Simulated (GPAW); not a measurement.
**A GW chain in GPAW: KF (Carobbiite)**

How does a plane-wave GW calculation on KF (Carobbiite) run from the first input to the gap?

Method: PBE and many-body steps on it, plane waves, in GPAW 26.7.0.

Report form: the programs' logs are mostly left out.

## Step 1: Starting point

The structure is cubic, space group Fm-3m (No. 225). The conventional cell has a = 5.344 Å, b = 5.344 Å, c = 5.344 Å, α = 90.00°, β = 90.00°, γ = 90.00°. Nearest to K lie 6 F at 2.67 Å. F has 6 K at 2.67 Å nearest. Farther neighbours and most contacts between anions are not listed.

Structure file:

```cif
data_structure
_symmetry_space_group_name_H-M 'Fm-3m'
_symmetry_Int_Tables_number 225
_cell_length_a 5.3437
_cell_length_b 5.3437
_cell_length_c 5.3437
_cell_angle_alpha 90.000
_cell_angle_beta 90.000
_cell_angle_gamma 90.000
_cell_volume 152.59
loop_
_atom_site_label
_atom_site_type_symbol
_atom_site_symmetry_multiplicity
_atom_site_Wyckoff_symbol
_atom_site_fract_x
_atom_site_fract_y
_atom_site_fract_z
_atom_site_occupancy
K1 K 4 a 0.00000 0.00000 0.00000 1
F1 F 4 b 0.50000 0.00000 0.00000 1
```

The cell and positions come from the Crystallography Open Database and are kept as given unless a step says otherwise.

## Step 2: Ground state

This step: GPAW 26.7.0; DFT, PBE, plane waves, PAW.

The ground-state density comes first.

run.py reads:

```python
import json
import numpy as np
from gpaw.mpi import world
from ase import Atoms
from gpaw import GPAW, PW, FermiDirac

atoms = Atoms(['K', 'F'],
    cell=[[0.0000000000, 2.6718500000, 2.6718500000],
      [2.6718500000, 0.0000000000, 2.6718500000],
      [2.6718500000, 2.6718500000, 0.0000000000]],
    scaled_positions=[[0.0000000000, 0.0000000000, 0.0000000000],
      [0.5000000000, 0.5000000000, 0.5000000000]],
    pbc=(True, True, True))
calc = GPAW(mode=PW(600),
    xc='PBE',
    kpts={'size': (8, 8, 8), 'gamma': True},
    occupations=FermiDirac(0.001),
    nbands=-7,
    convergence={'density': 1e-6, 'bands': -3},
    maxiter=100,
    txt='gs.txt')
atoms.calc = calc
res = {'energy': atoms.get_potential_energy()}
kpts = calc.get_ibz_k_points()
res['kpts'] = kpts
res['eigenvalues'] = [calc.get_eigenvalues(kpt=k) for k in range(len(kpts))]
res['n_electrons'] = calc.get_number_of_electrons()
calc.write('gs.gpw')

if world.rank == 0:
    with open('result.json', 'w') as f:
        json.dump(res, f, default=lambda x: x.tolist())
```

The run is started by

```console
$ mpirun -n 4 gpaw python run.py
```

It took 6.6 s on 4 MPI ranks of Intel Xeon Platinum 8488C (Sapphire Rapids), shared host; peak memory 0.67 GiB; 25 s of CPU time.

This step gave:

```yaml
total_energy: -8.395 eV
gap: 6.182 eV
k_of_the_valence_top: 0, 0, 0
k_of_the_conduction_bottom: 0, 0, 0
least_direct_gap: 6.182 eV
```

The gap is direct, at Γ.

## Step 3: Bands along the symmetry lines

Levels along a band path, at the cheap level, show where the edges lie and whether the meshes to come will hold them.

run.py reads:

```python
import json
import numpy as np
from gpaw.mpi import world
from gpaw import GPAW

path = [[0.000000, 0.000000, 0.000000],
    [0.062500, 0.000000, 0.062500],
    [0.125000, 0.000000, 0.125000],
    [0.187500, 0.000000, 0.187500],
    [0.250000, 0.000000, 0.250000],
    [0.312500, 0.000000, 0.312500],
    [0.375000, 0.000000, 0.375000],
    [0.437500, 0.000000, 0.437500],
    [0.500000, 0.000000, 0.500000],
    [0.515625, 0.031250, 0.515625],
    [0.531250, 0.062500, 0.531250],
    [0.546875, 0.093750, 0.546875],
    [0.562500, 0.125000, 0.562500],
    [0.578125, 0.156250, 0.578125],
    [0.593750, 0.187500, 0.593750],
    [0.609375, 0.218750, 0.609375],
    [0.625000, 0.250000, 0.625000],
    [0.375000, 0.375000, 0.750000],
    [0.328125, 0.328125, 0.656250],
    [0.281250, 0.281250, 0.562500],
    [0.234375, 0.234375, 0.468750],
    [0.187500, 0.187500, 0.375000],
    [0.140625, 0.140625, 0.281250],
    [0.093750, 0.093750, 0.187500],
    [0.046875, 0.046875, 0.093750],
    [0.000000, 0.000000, 0.000000],
    [0.062500, 0.062500, 0.062500],
    [0.125000, 0.125000, 0.125000],
    [0.187500, 0.187500, 0.187500],
    [0.250000, 0.250000, 0.250000],
    [0.312500, 0.312500, 0.312500],
    [0.375000, 0.375000, 0.375000],
    [0.437500, 0.437500, 0.437500],
    [0.500000, 0.500000, 0.500000],
    [0.500000, 0.468750, 0.531250],
    [0.500000, 0.437500, 0.562500],
    [0.500000, 0.406250, 0.593750],
    [0.500000, 0.375000, 0.625000],
    [0.500000, 0.343750, 0.656250],
    [0.500000, 0.312500, 0.687500],
    [0.500000, 0.281250, 0.718750],
    [0.500000, 0.250000, 0.750000],
    [0.500000, 0.218750, 0.718750],
    [0.500000, 0.187500, 0.687500],
    [0.500000, 0.156250, 0.656250],
    [0.500000, 0.125000, 0.625000],
    [0.500000, 0.093750, 0.593750],
    [0.500000, 0.062500, 0.562500],
    [0.500000, 0.031250, 0.531250],
    [0.500000, 0.000000, 0.500000]]
calc = GPAW('gs.gpw').fixed_density(kpts=path,
    symmetry='off',
    nbands=18,
    convergence={'bands': 14},
    txt='bands.txt')
res = {}
kpts = calc.get_ibz_k_points()
res['kpts'] = kpts
res['eigenvalues'] = [calc.get_eigenvalues(kpt=k) for k in range(len(kpts))]
res['n_electrons'] = calc.get_number_of_electrons()

if world.rank == 0:
    with open('result.json', 'w') as f:
        json.dump(res, f, default=lambda x: x.tolist())
```

The run is started by

```console
$ mpirun -n 4 gpaw python run.py
```

The job ended after 6.4 s (4 MPI ranks; peak memory 0.7 GiB; 25 s of CPU time).

Numbers from this step:

```
gap                        : 6.182 eV
k of the valence top       : 0, 0, 0
k of the conduction bottom : 0, 0, 0
least direct gap           : 6.182 eV
```

The gap is 6.182 eV, as in the run before at this level.

Electronic bands along the path, in eV, zero at the top of the highest filled band; v1 is the highest filled band, c1 the lowest empty one:

| point | v4 | v3 | v2 | v1 | c1 | c2 | c3 | c4 |
| --- | --- | --- | --- | --- | --- | --- | --- | --- |
| Γ | -9.38 | 0.00 | 0.00 | 0.00 | 6.18 | 10.66 | 10.66 | 10.66 |
| halfway | -9.48 | -0.49 | -0.05 | -0.05 | 7.98 | 9.17 | 12.07 | 12.07 |
| X | -9.59 | -0.21 | -0.06 | -0.06 | 8.22 | 10.30 | 11.80 | 13.44 |
| halfway | -9.57 | -0.21 | -0.14 | -0.10 | 8.43 | 10.52 | 11.40 | 13.45 |
| U | -9.53 | -0.34 | -0.20 | -0.19 | 8.96 | 10.71 | 11.04 | 13.45 |
| jump to K | -9.53 | -0.34 | -0.20 | -0.19 | 8.96 | 10.71 | 11.04 | 13.45 |
| halfway | -9.39 | -0.54 | -0.27 | -0.08 | 8.23 | 9.82 | 11.59 | 11.68 |
| Γ | -9.38 | 0.00 | 0.00 | 0.00 | 6.18 | 10.66 | 10.66 | 10.66 |
| halfway | -9.40 | -0.44 | -0.18 | -0.18 | 7.69 | 10.08 | 11.36 | 11.36 |
| L | -9.42 | -0.79 | -0.34 | -0.34 | 9.08 | 10.59 | 12.00 | 12.00 |
| halfway | -9.45 | -0.57 | -0.28 | -0.26 | 9.41 | 10.08 | 11.63 | 12.62 |
| W | -9.47 | -0.40 | -0.17 | -0.17 | 9.73 | 9.73 | 11.16 | 13.31 |
| halfway | -9.53 | -0.23 | -0.21 | -0.10 | 8.64 | 10.69 | 11.03 | 13.43 |
| X | -9.59 | -0.21 | -0.06 | -0.06 | 8.22 | 10.30 | 11.80 | 13.44 |

## Step 4: Empty states on the mesh, 6×6×6 mesh, 210 bands

The sums over transitions need many empty states on a uniform mesh; this step solves for them.

run.py reads:

```python
import json
import numpy as np
from gpaw.mpi import world
from gpaw import GPAW

calc = GPAW('gs.gpw').fixed_density(kpts={'size': (6, 6, 6), 'gamma': True},
    parallel={'domain': 1, 'band': 1},
    txt='nscf.txt')
calc.diagonalize_full_hamiltonian(nbands=210)
calc.write('full.gpw', mode='all')
res = {}
kpts = calc.get_ibz_k_points()
res['kpts'] = kpts
res['eigenvalues'] = [calc.get_eigenvalues(kpt=k) for k in range(len(kpts))]
res['n_electrons'] = calc.get_number_of_electrons()

if world.rank == 0:
    with open('result.json', 'w') as f:
        json.dump(res, f, default=lambda x: x.tolist())
```

The run is started by

```console
$ mpirun -n 4 gpaw python run.py
```

Elapsed: 11 s, on 4 MPI ranks; peak memory 1.3 GiB; 42 s of CPU time.

Numbers from this step:

* gap: 6.182 eV
* k of the valence top: 0, 0, 0
* k of the conduction bottom: 0, 0, 0
* least direct gap: 6.182 eV
* k points computed: 16
* lowest point of the top converged band, above the valence top: 168.1945 eV

On this mesh the gap is 6.182 eV.

## Step 5: Screening and self-energy, 6×6×6 mesh, 200 bands, screening to 175 eV

Now the one-shot GW correction: screening in the RPA, then the self-energy of the levels asked for.

This step: G0W0 on PBE, plane waves, PAW.

run.py reads:

```python
import json
import numpy as np
from gpaw.mpi import world
from gpaw.response.g0w0 import G0W0

gw = G0W0('full.gpw',
    filename='gw',
    kpts=[0],
    bands=(6, 10),
    ecut=175,
    nbands=200,
    integrate_gamma='WS',
    ppa=True)
gw.calculate()
res = {mode: {k: v for k, v in r.items() if k != 'sigma_eskwn'}
       for mode, r in gw.all_results.items()}

if world.rank == 0:
    with open('result.json', 'w') as f:
        json.dump(res, f, default=lambda x: x.tolist())
```

The run is started by

```console
$ mpirun -n 4 gpaw python run.py
```

The job ended after 3 min (4 MPI ranks; peak memory 1.3 GiB; 12 min of CPU time).

This step gave:

- G0W0 gap on the points computed: 9.614 eV
- least direct G0W0 gap on the computed points: 9.614 eV
- Z at the valence top: 0.8048
- Z at the conduction bottom: 0.8997
- starting gap on the mesh: 6.182 eV
- k of the valence top: 0, 0, 0
- k of the conduction bottom: 0, 0, 0

The gap on the mesh goes from 6.18 eV to 9.61 eV, a correction of +3.43 eV.

Limits: finite bands, cutoff and mesh. v1 is the top filled band, c1 the lowest empty one. The levels before and after the correction (eV, zero at the valence-band top of each column):

|  | conduction bottom | valence top |
| --- | --- | --- |
| Kohn-Sham | 6.18 | 0.00 |
| G0W0 | 9.61 | 0.00 |

|  | level | energy (eV) |
| --- | --- | --- |
| Kohn-Sham | Γ v2-v1 | 0.000 |
| Kohn-Sham | Γ c1 | 6.182 |
| Kohn-Sham | Γ c2 | 10.655 |
| G0W0 | Γ v2-v1 | 0.000 |
| G0W0 | Γ c1 | 9.614 |
| G0W0 | Γ c2 | 15.556 |

## Step 6: Where the time went

Times are wall times on 4 MPI ranks of Intel Xeon Platinum 8488C (Sapphire Rapids), shared host, good to a factor of about two.

| step | time | share | memory (GiB) |
| --- | --- | --- | --- |
| ground state | 6.6 s | 3 % | 0.67 |
| bands along the symmetry lines | 6.4 s | 3 % | 0.7 |
| empty states on the mesh | 11 s | 5 % | 1.3 |
| screening and self-energy | 3 min | 88 % | 1.3 |

## Step 7: What came out

```
PBE gap              : 6.18 eV, direct
G0W0 gap on the mesh : 9.61 eV
GW settings          : 6×6×6 mesh, 200 bands, screening to 175 eV, Godby-Needs plasmon pole
known limits         : not at the basis limit
```

G0W0 moves the gap on the mesh from 6.18 eV to 9.61 eV (+3.43 eV), with Z of 0.80 and 0.90 at the edges. Only 1 of the mesh's irreducible points was corrected, so a valley elsewhere could overtake. The dearest step here is «screening and self-energy». Bands and cutoff are finite, so the gap is not at the basis limit. The miss can reach some tenths of an eV and take either sign; the mesh is an error of its own. These stock PAW sets were not made for GW. In the G0W0 run levels were corrected at 1 k point alone, so a gap called «on the mesh» is the least over those, and an edge elsewhere would be missed.

[Paths, hosts, dates, memory and timing lines, banners, echoed tables and standing remarks are left out of the program output.]

[Logs are printed without paths, hosts, clocks, repeated set-up lines and the standing remarks that a program may print on its own settings, such as how far it seeks lower states.]

[Runs of the session that timed out or met a known fault of the program may be left out.]

[Hosts, paths, dates, database ids (printed as entryN), source tags and the programs' standing remarks are cut or masked in the printed files.]
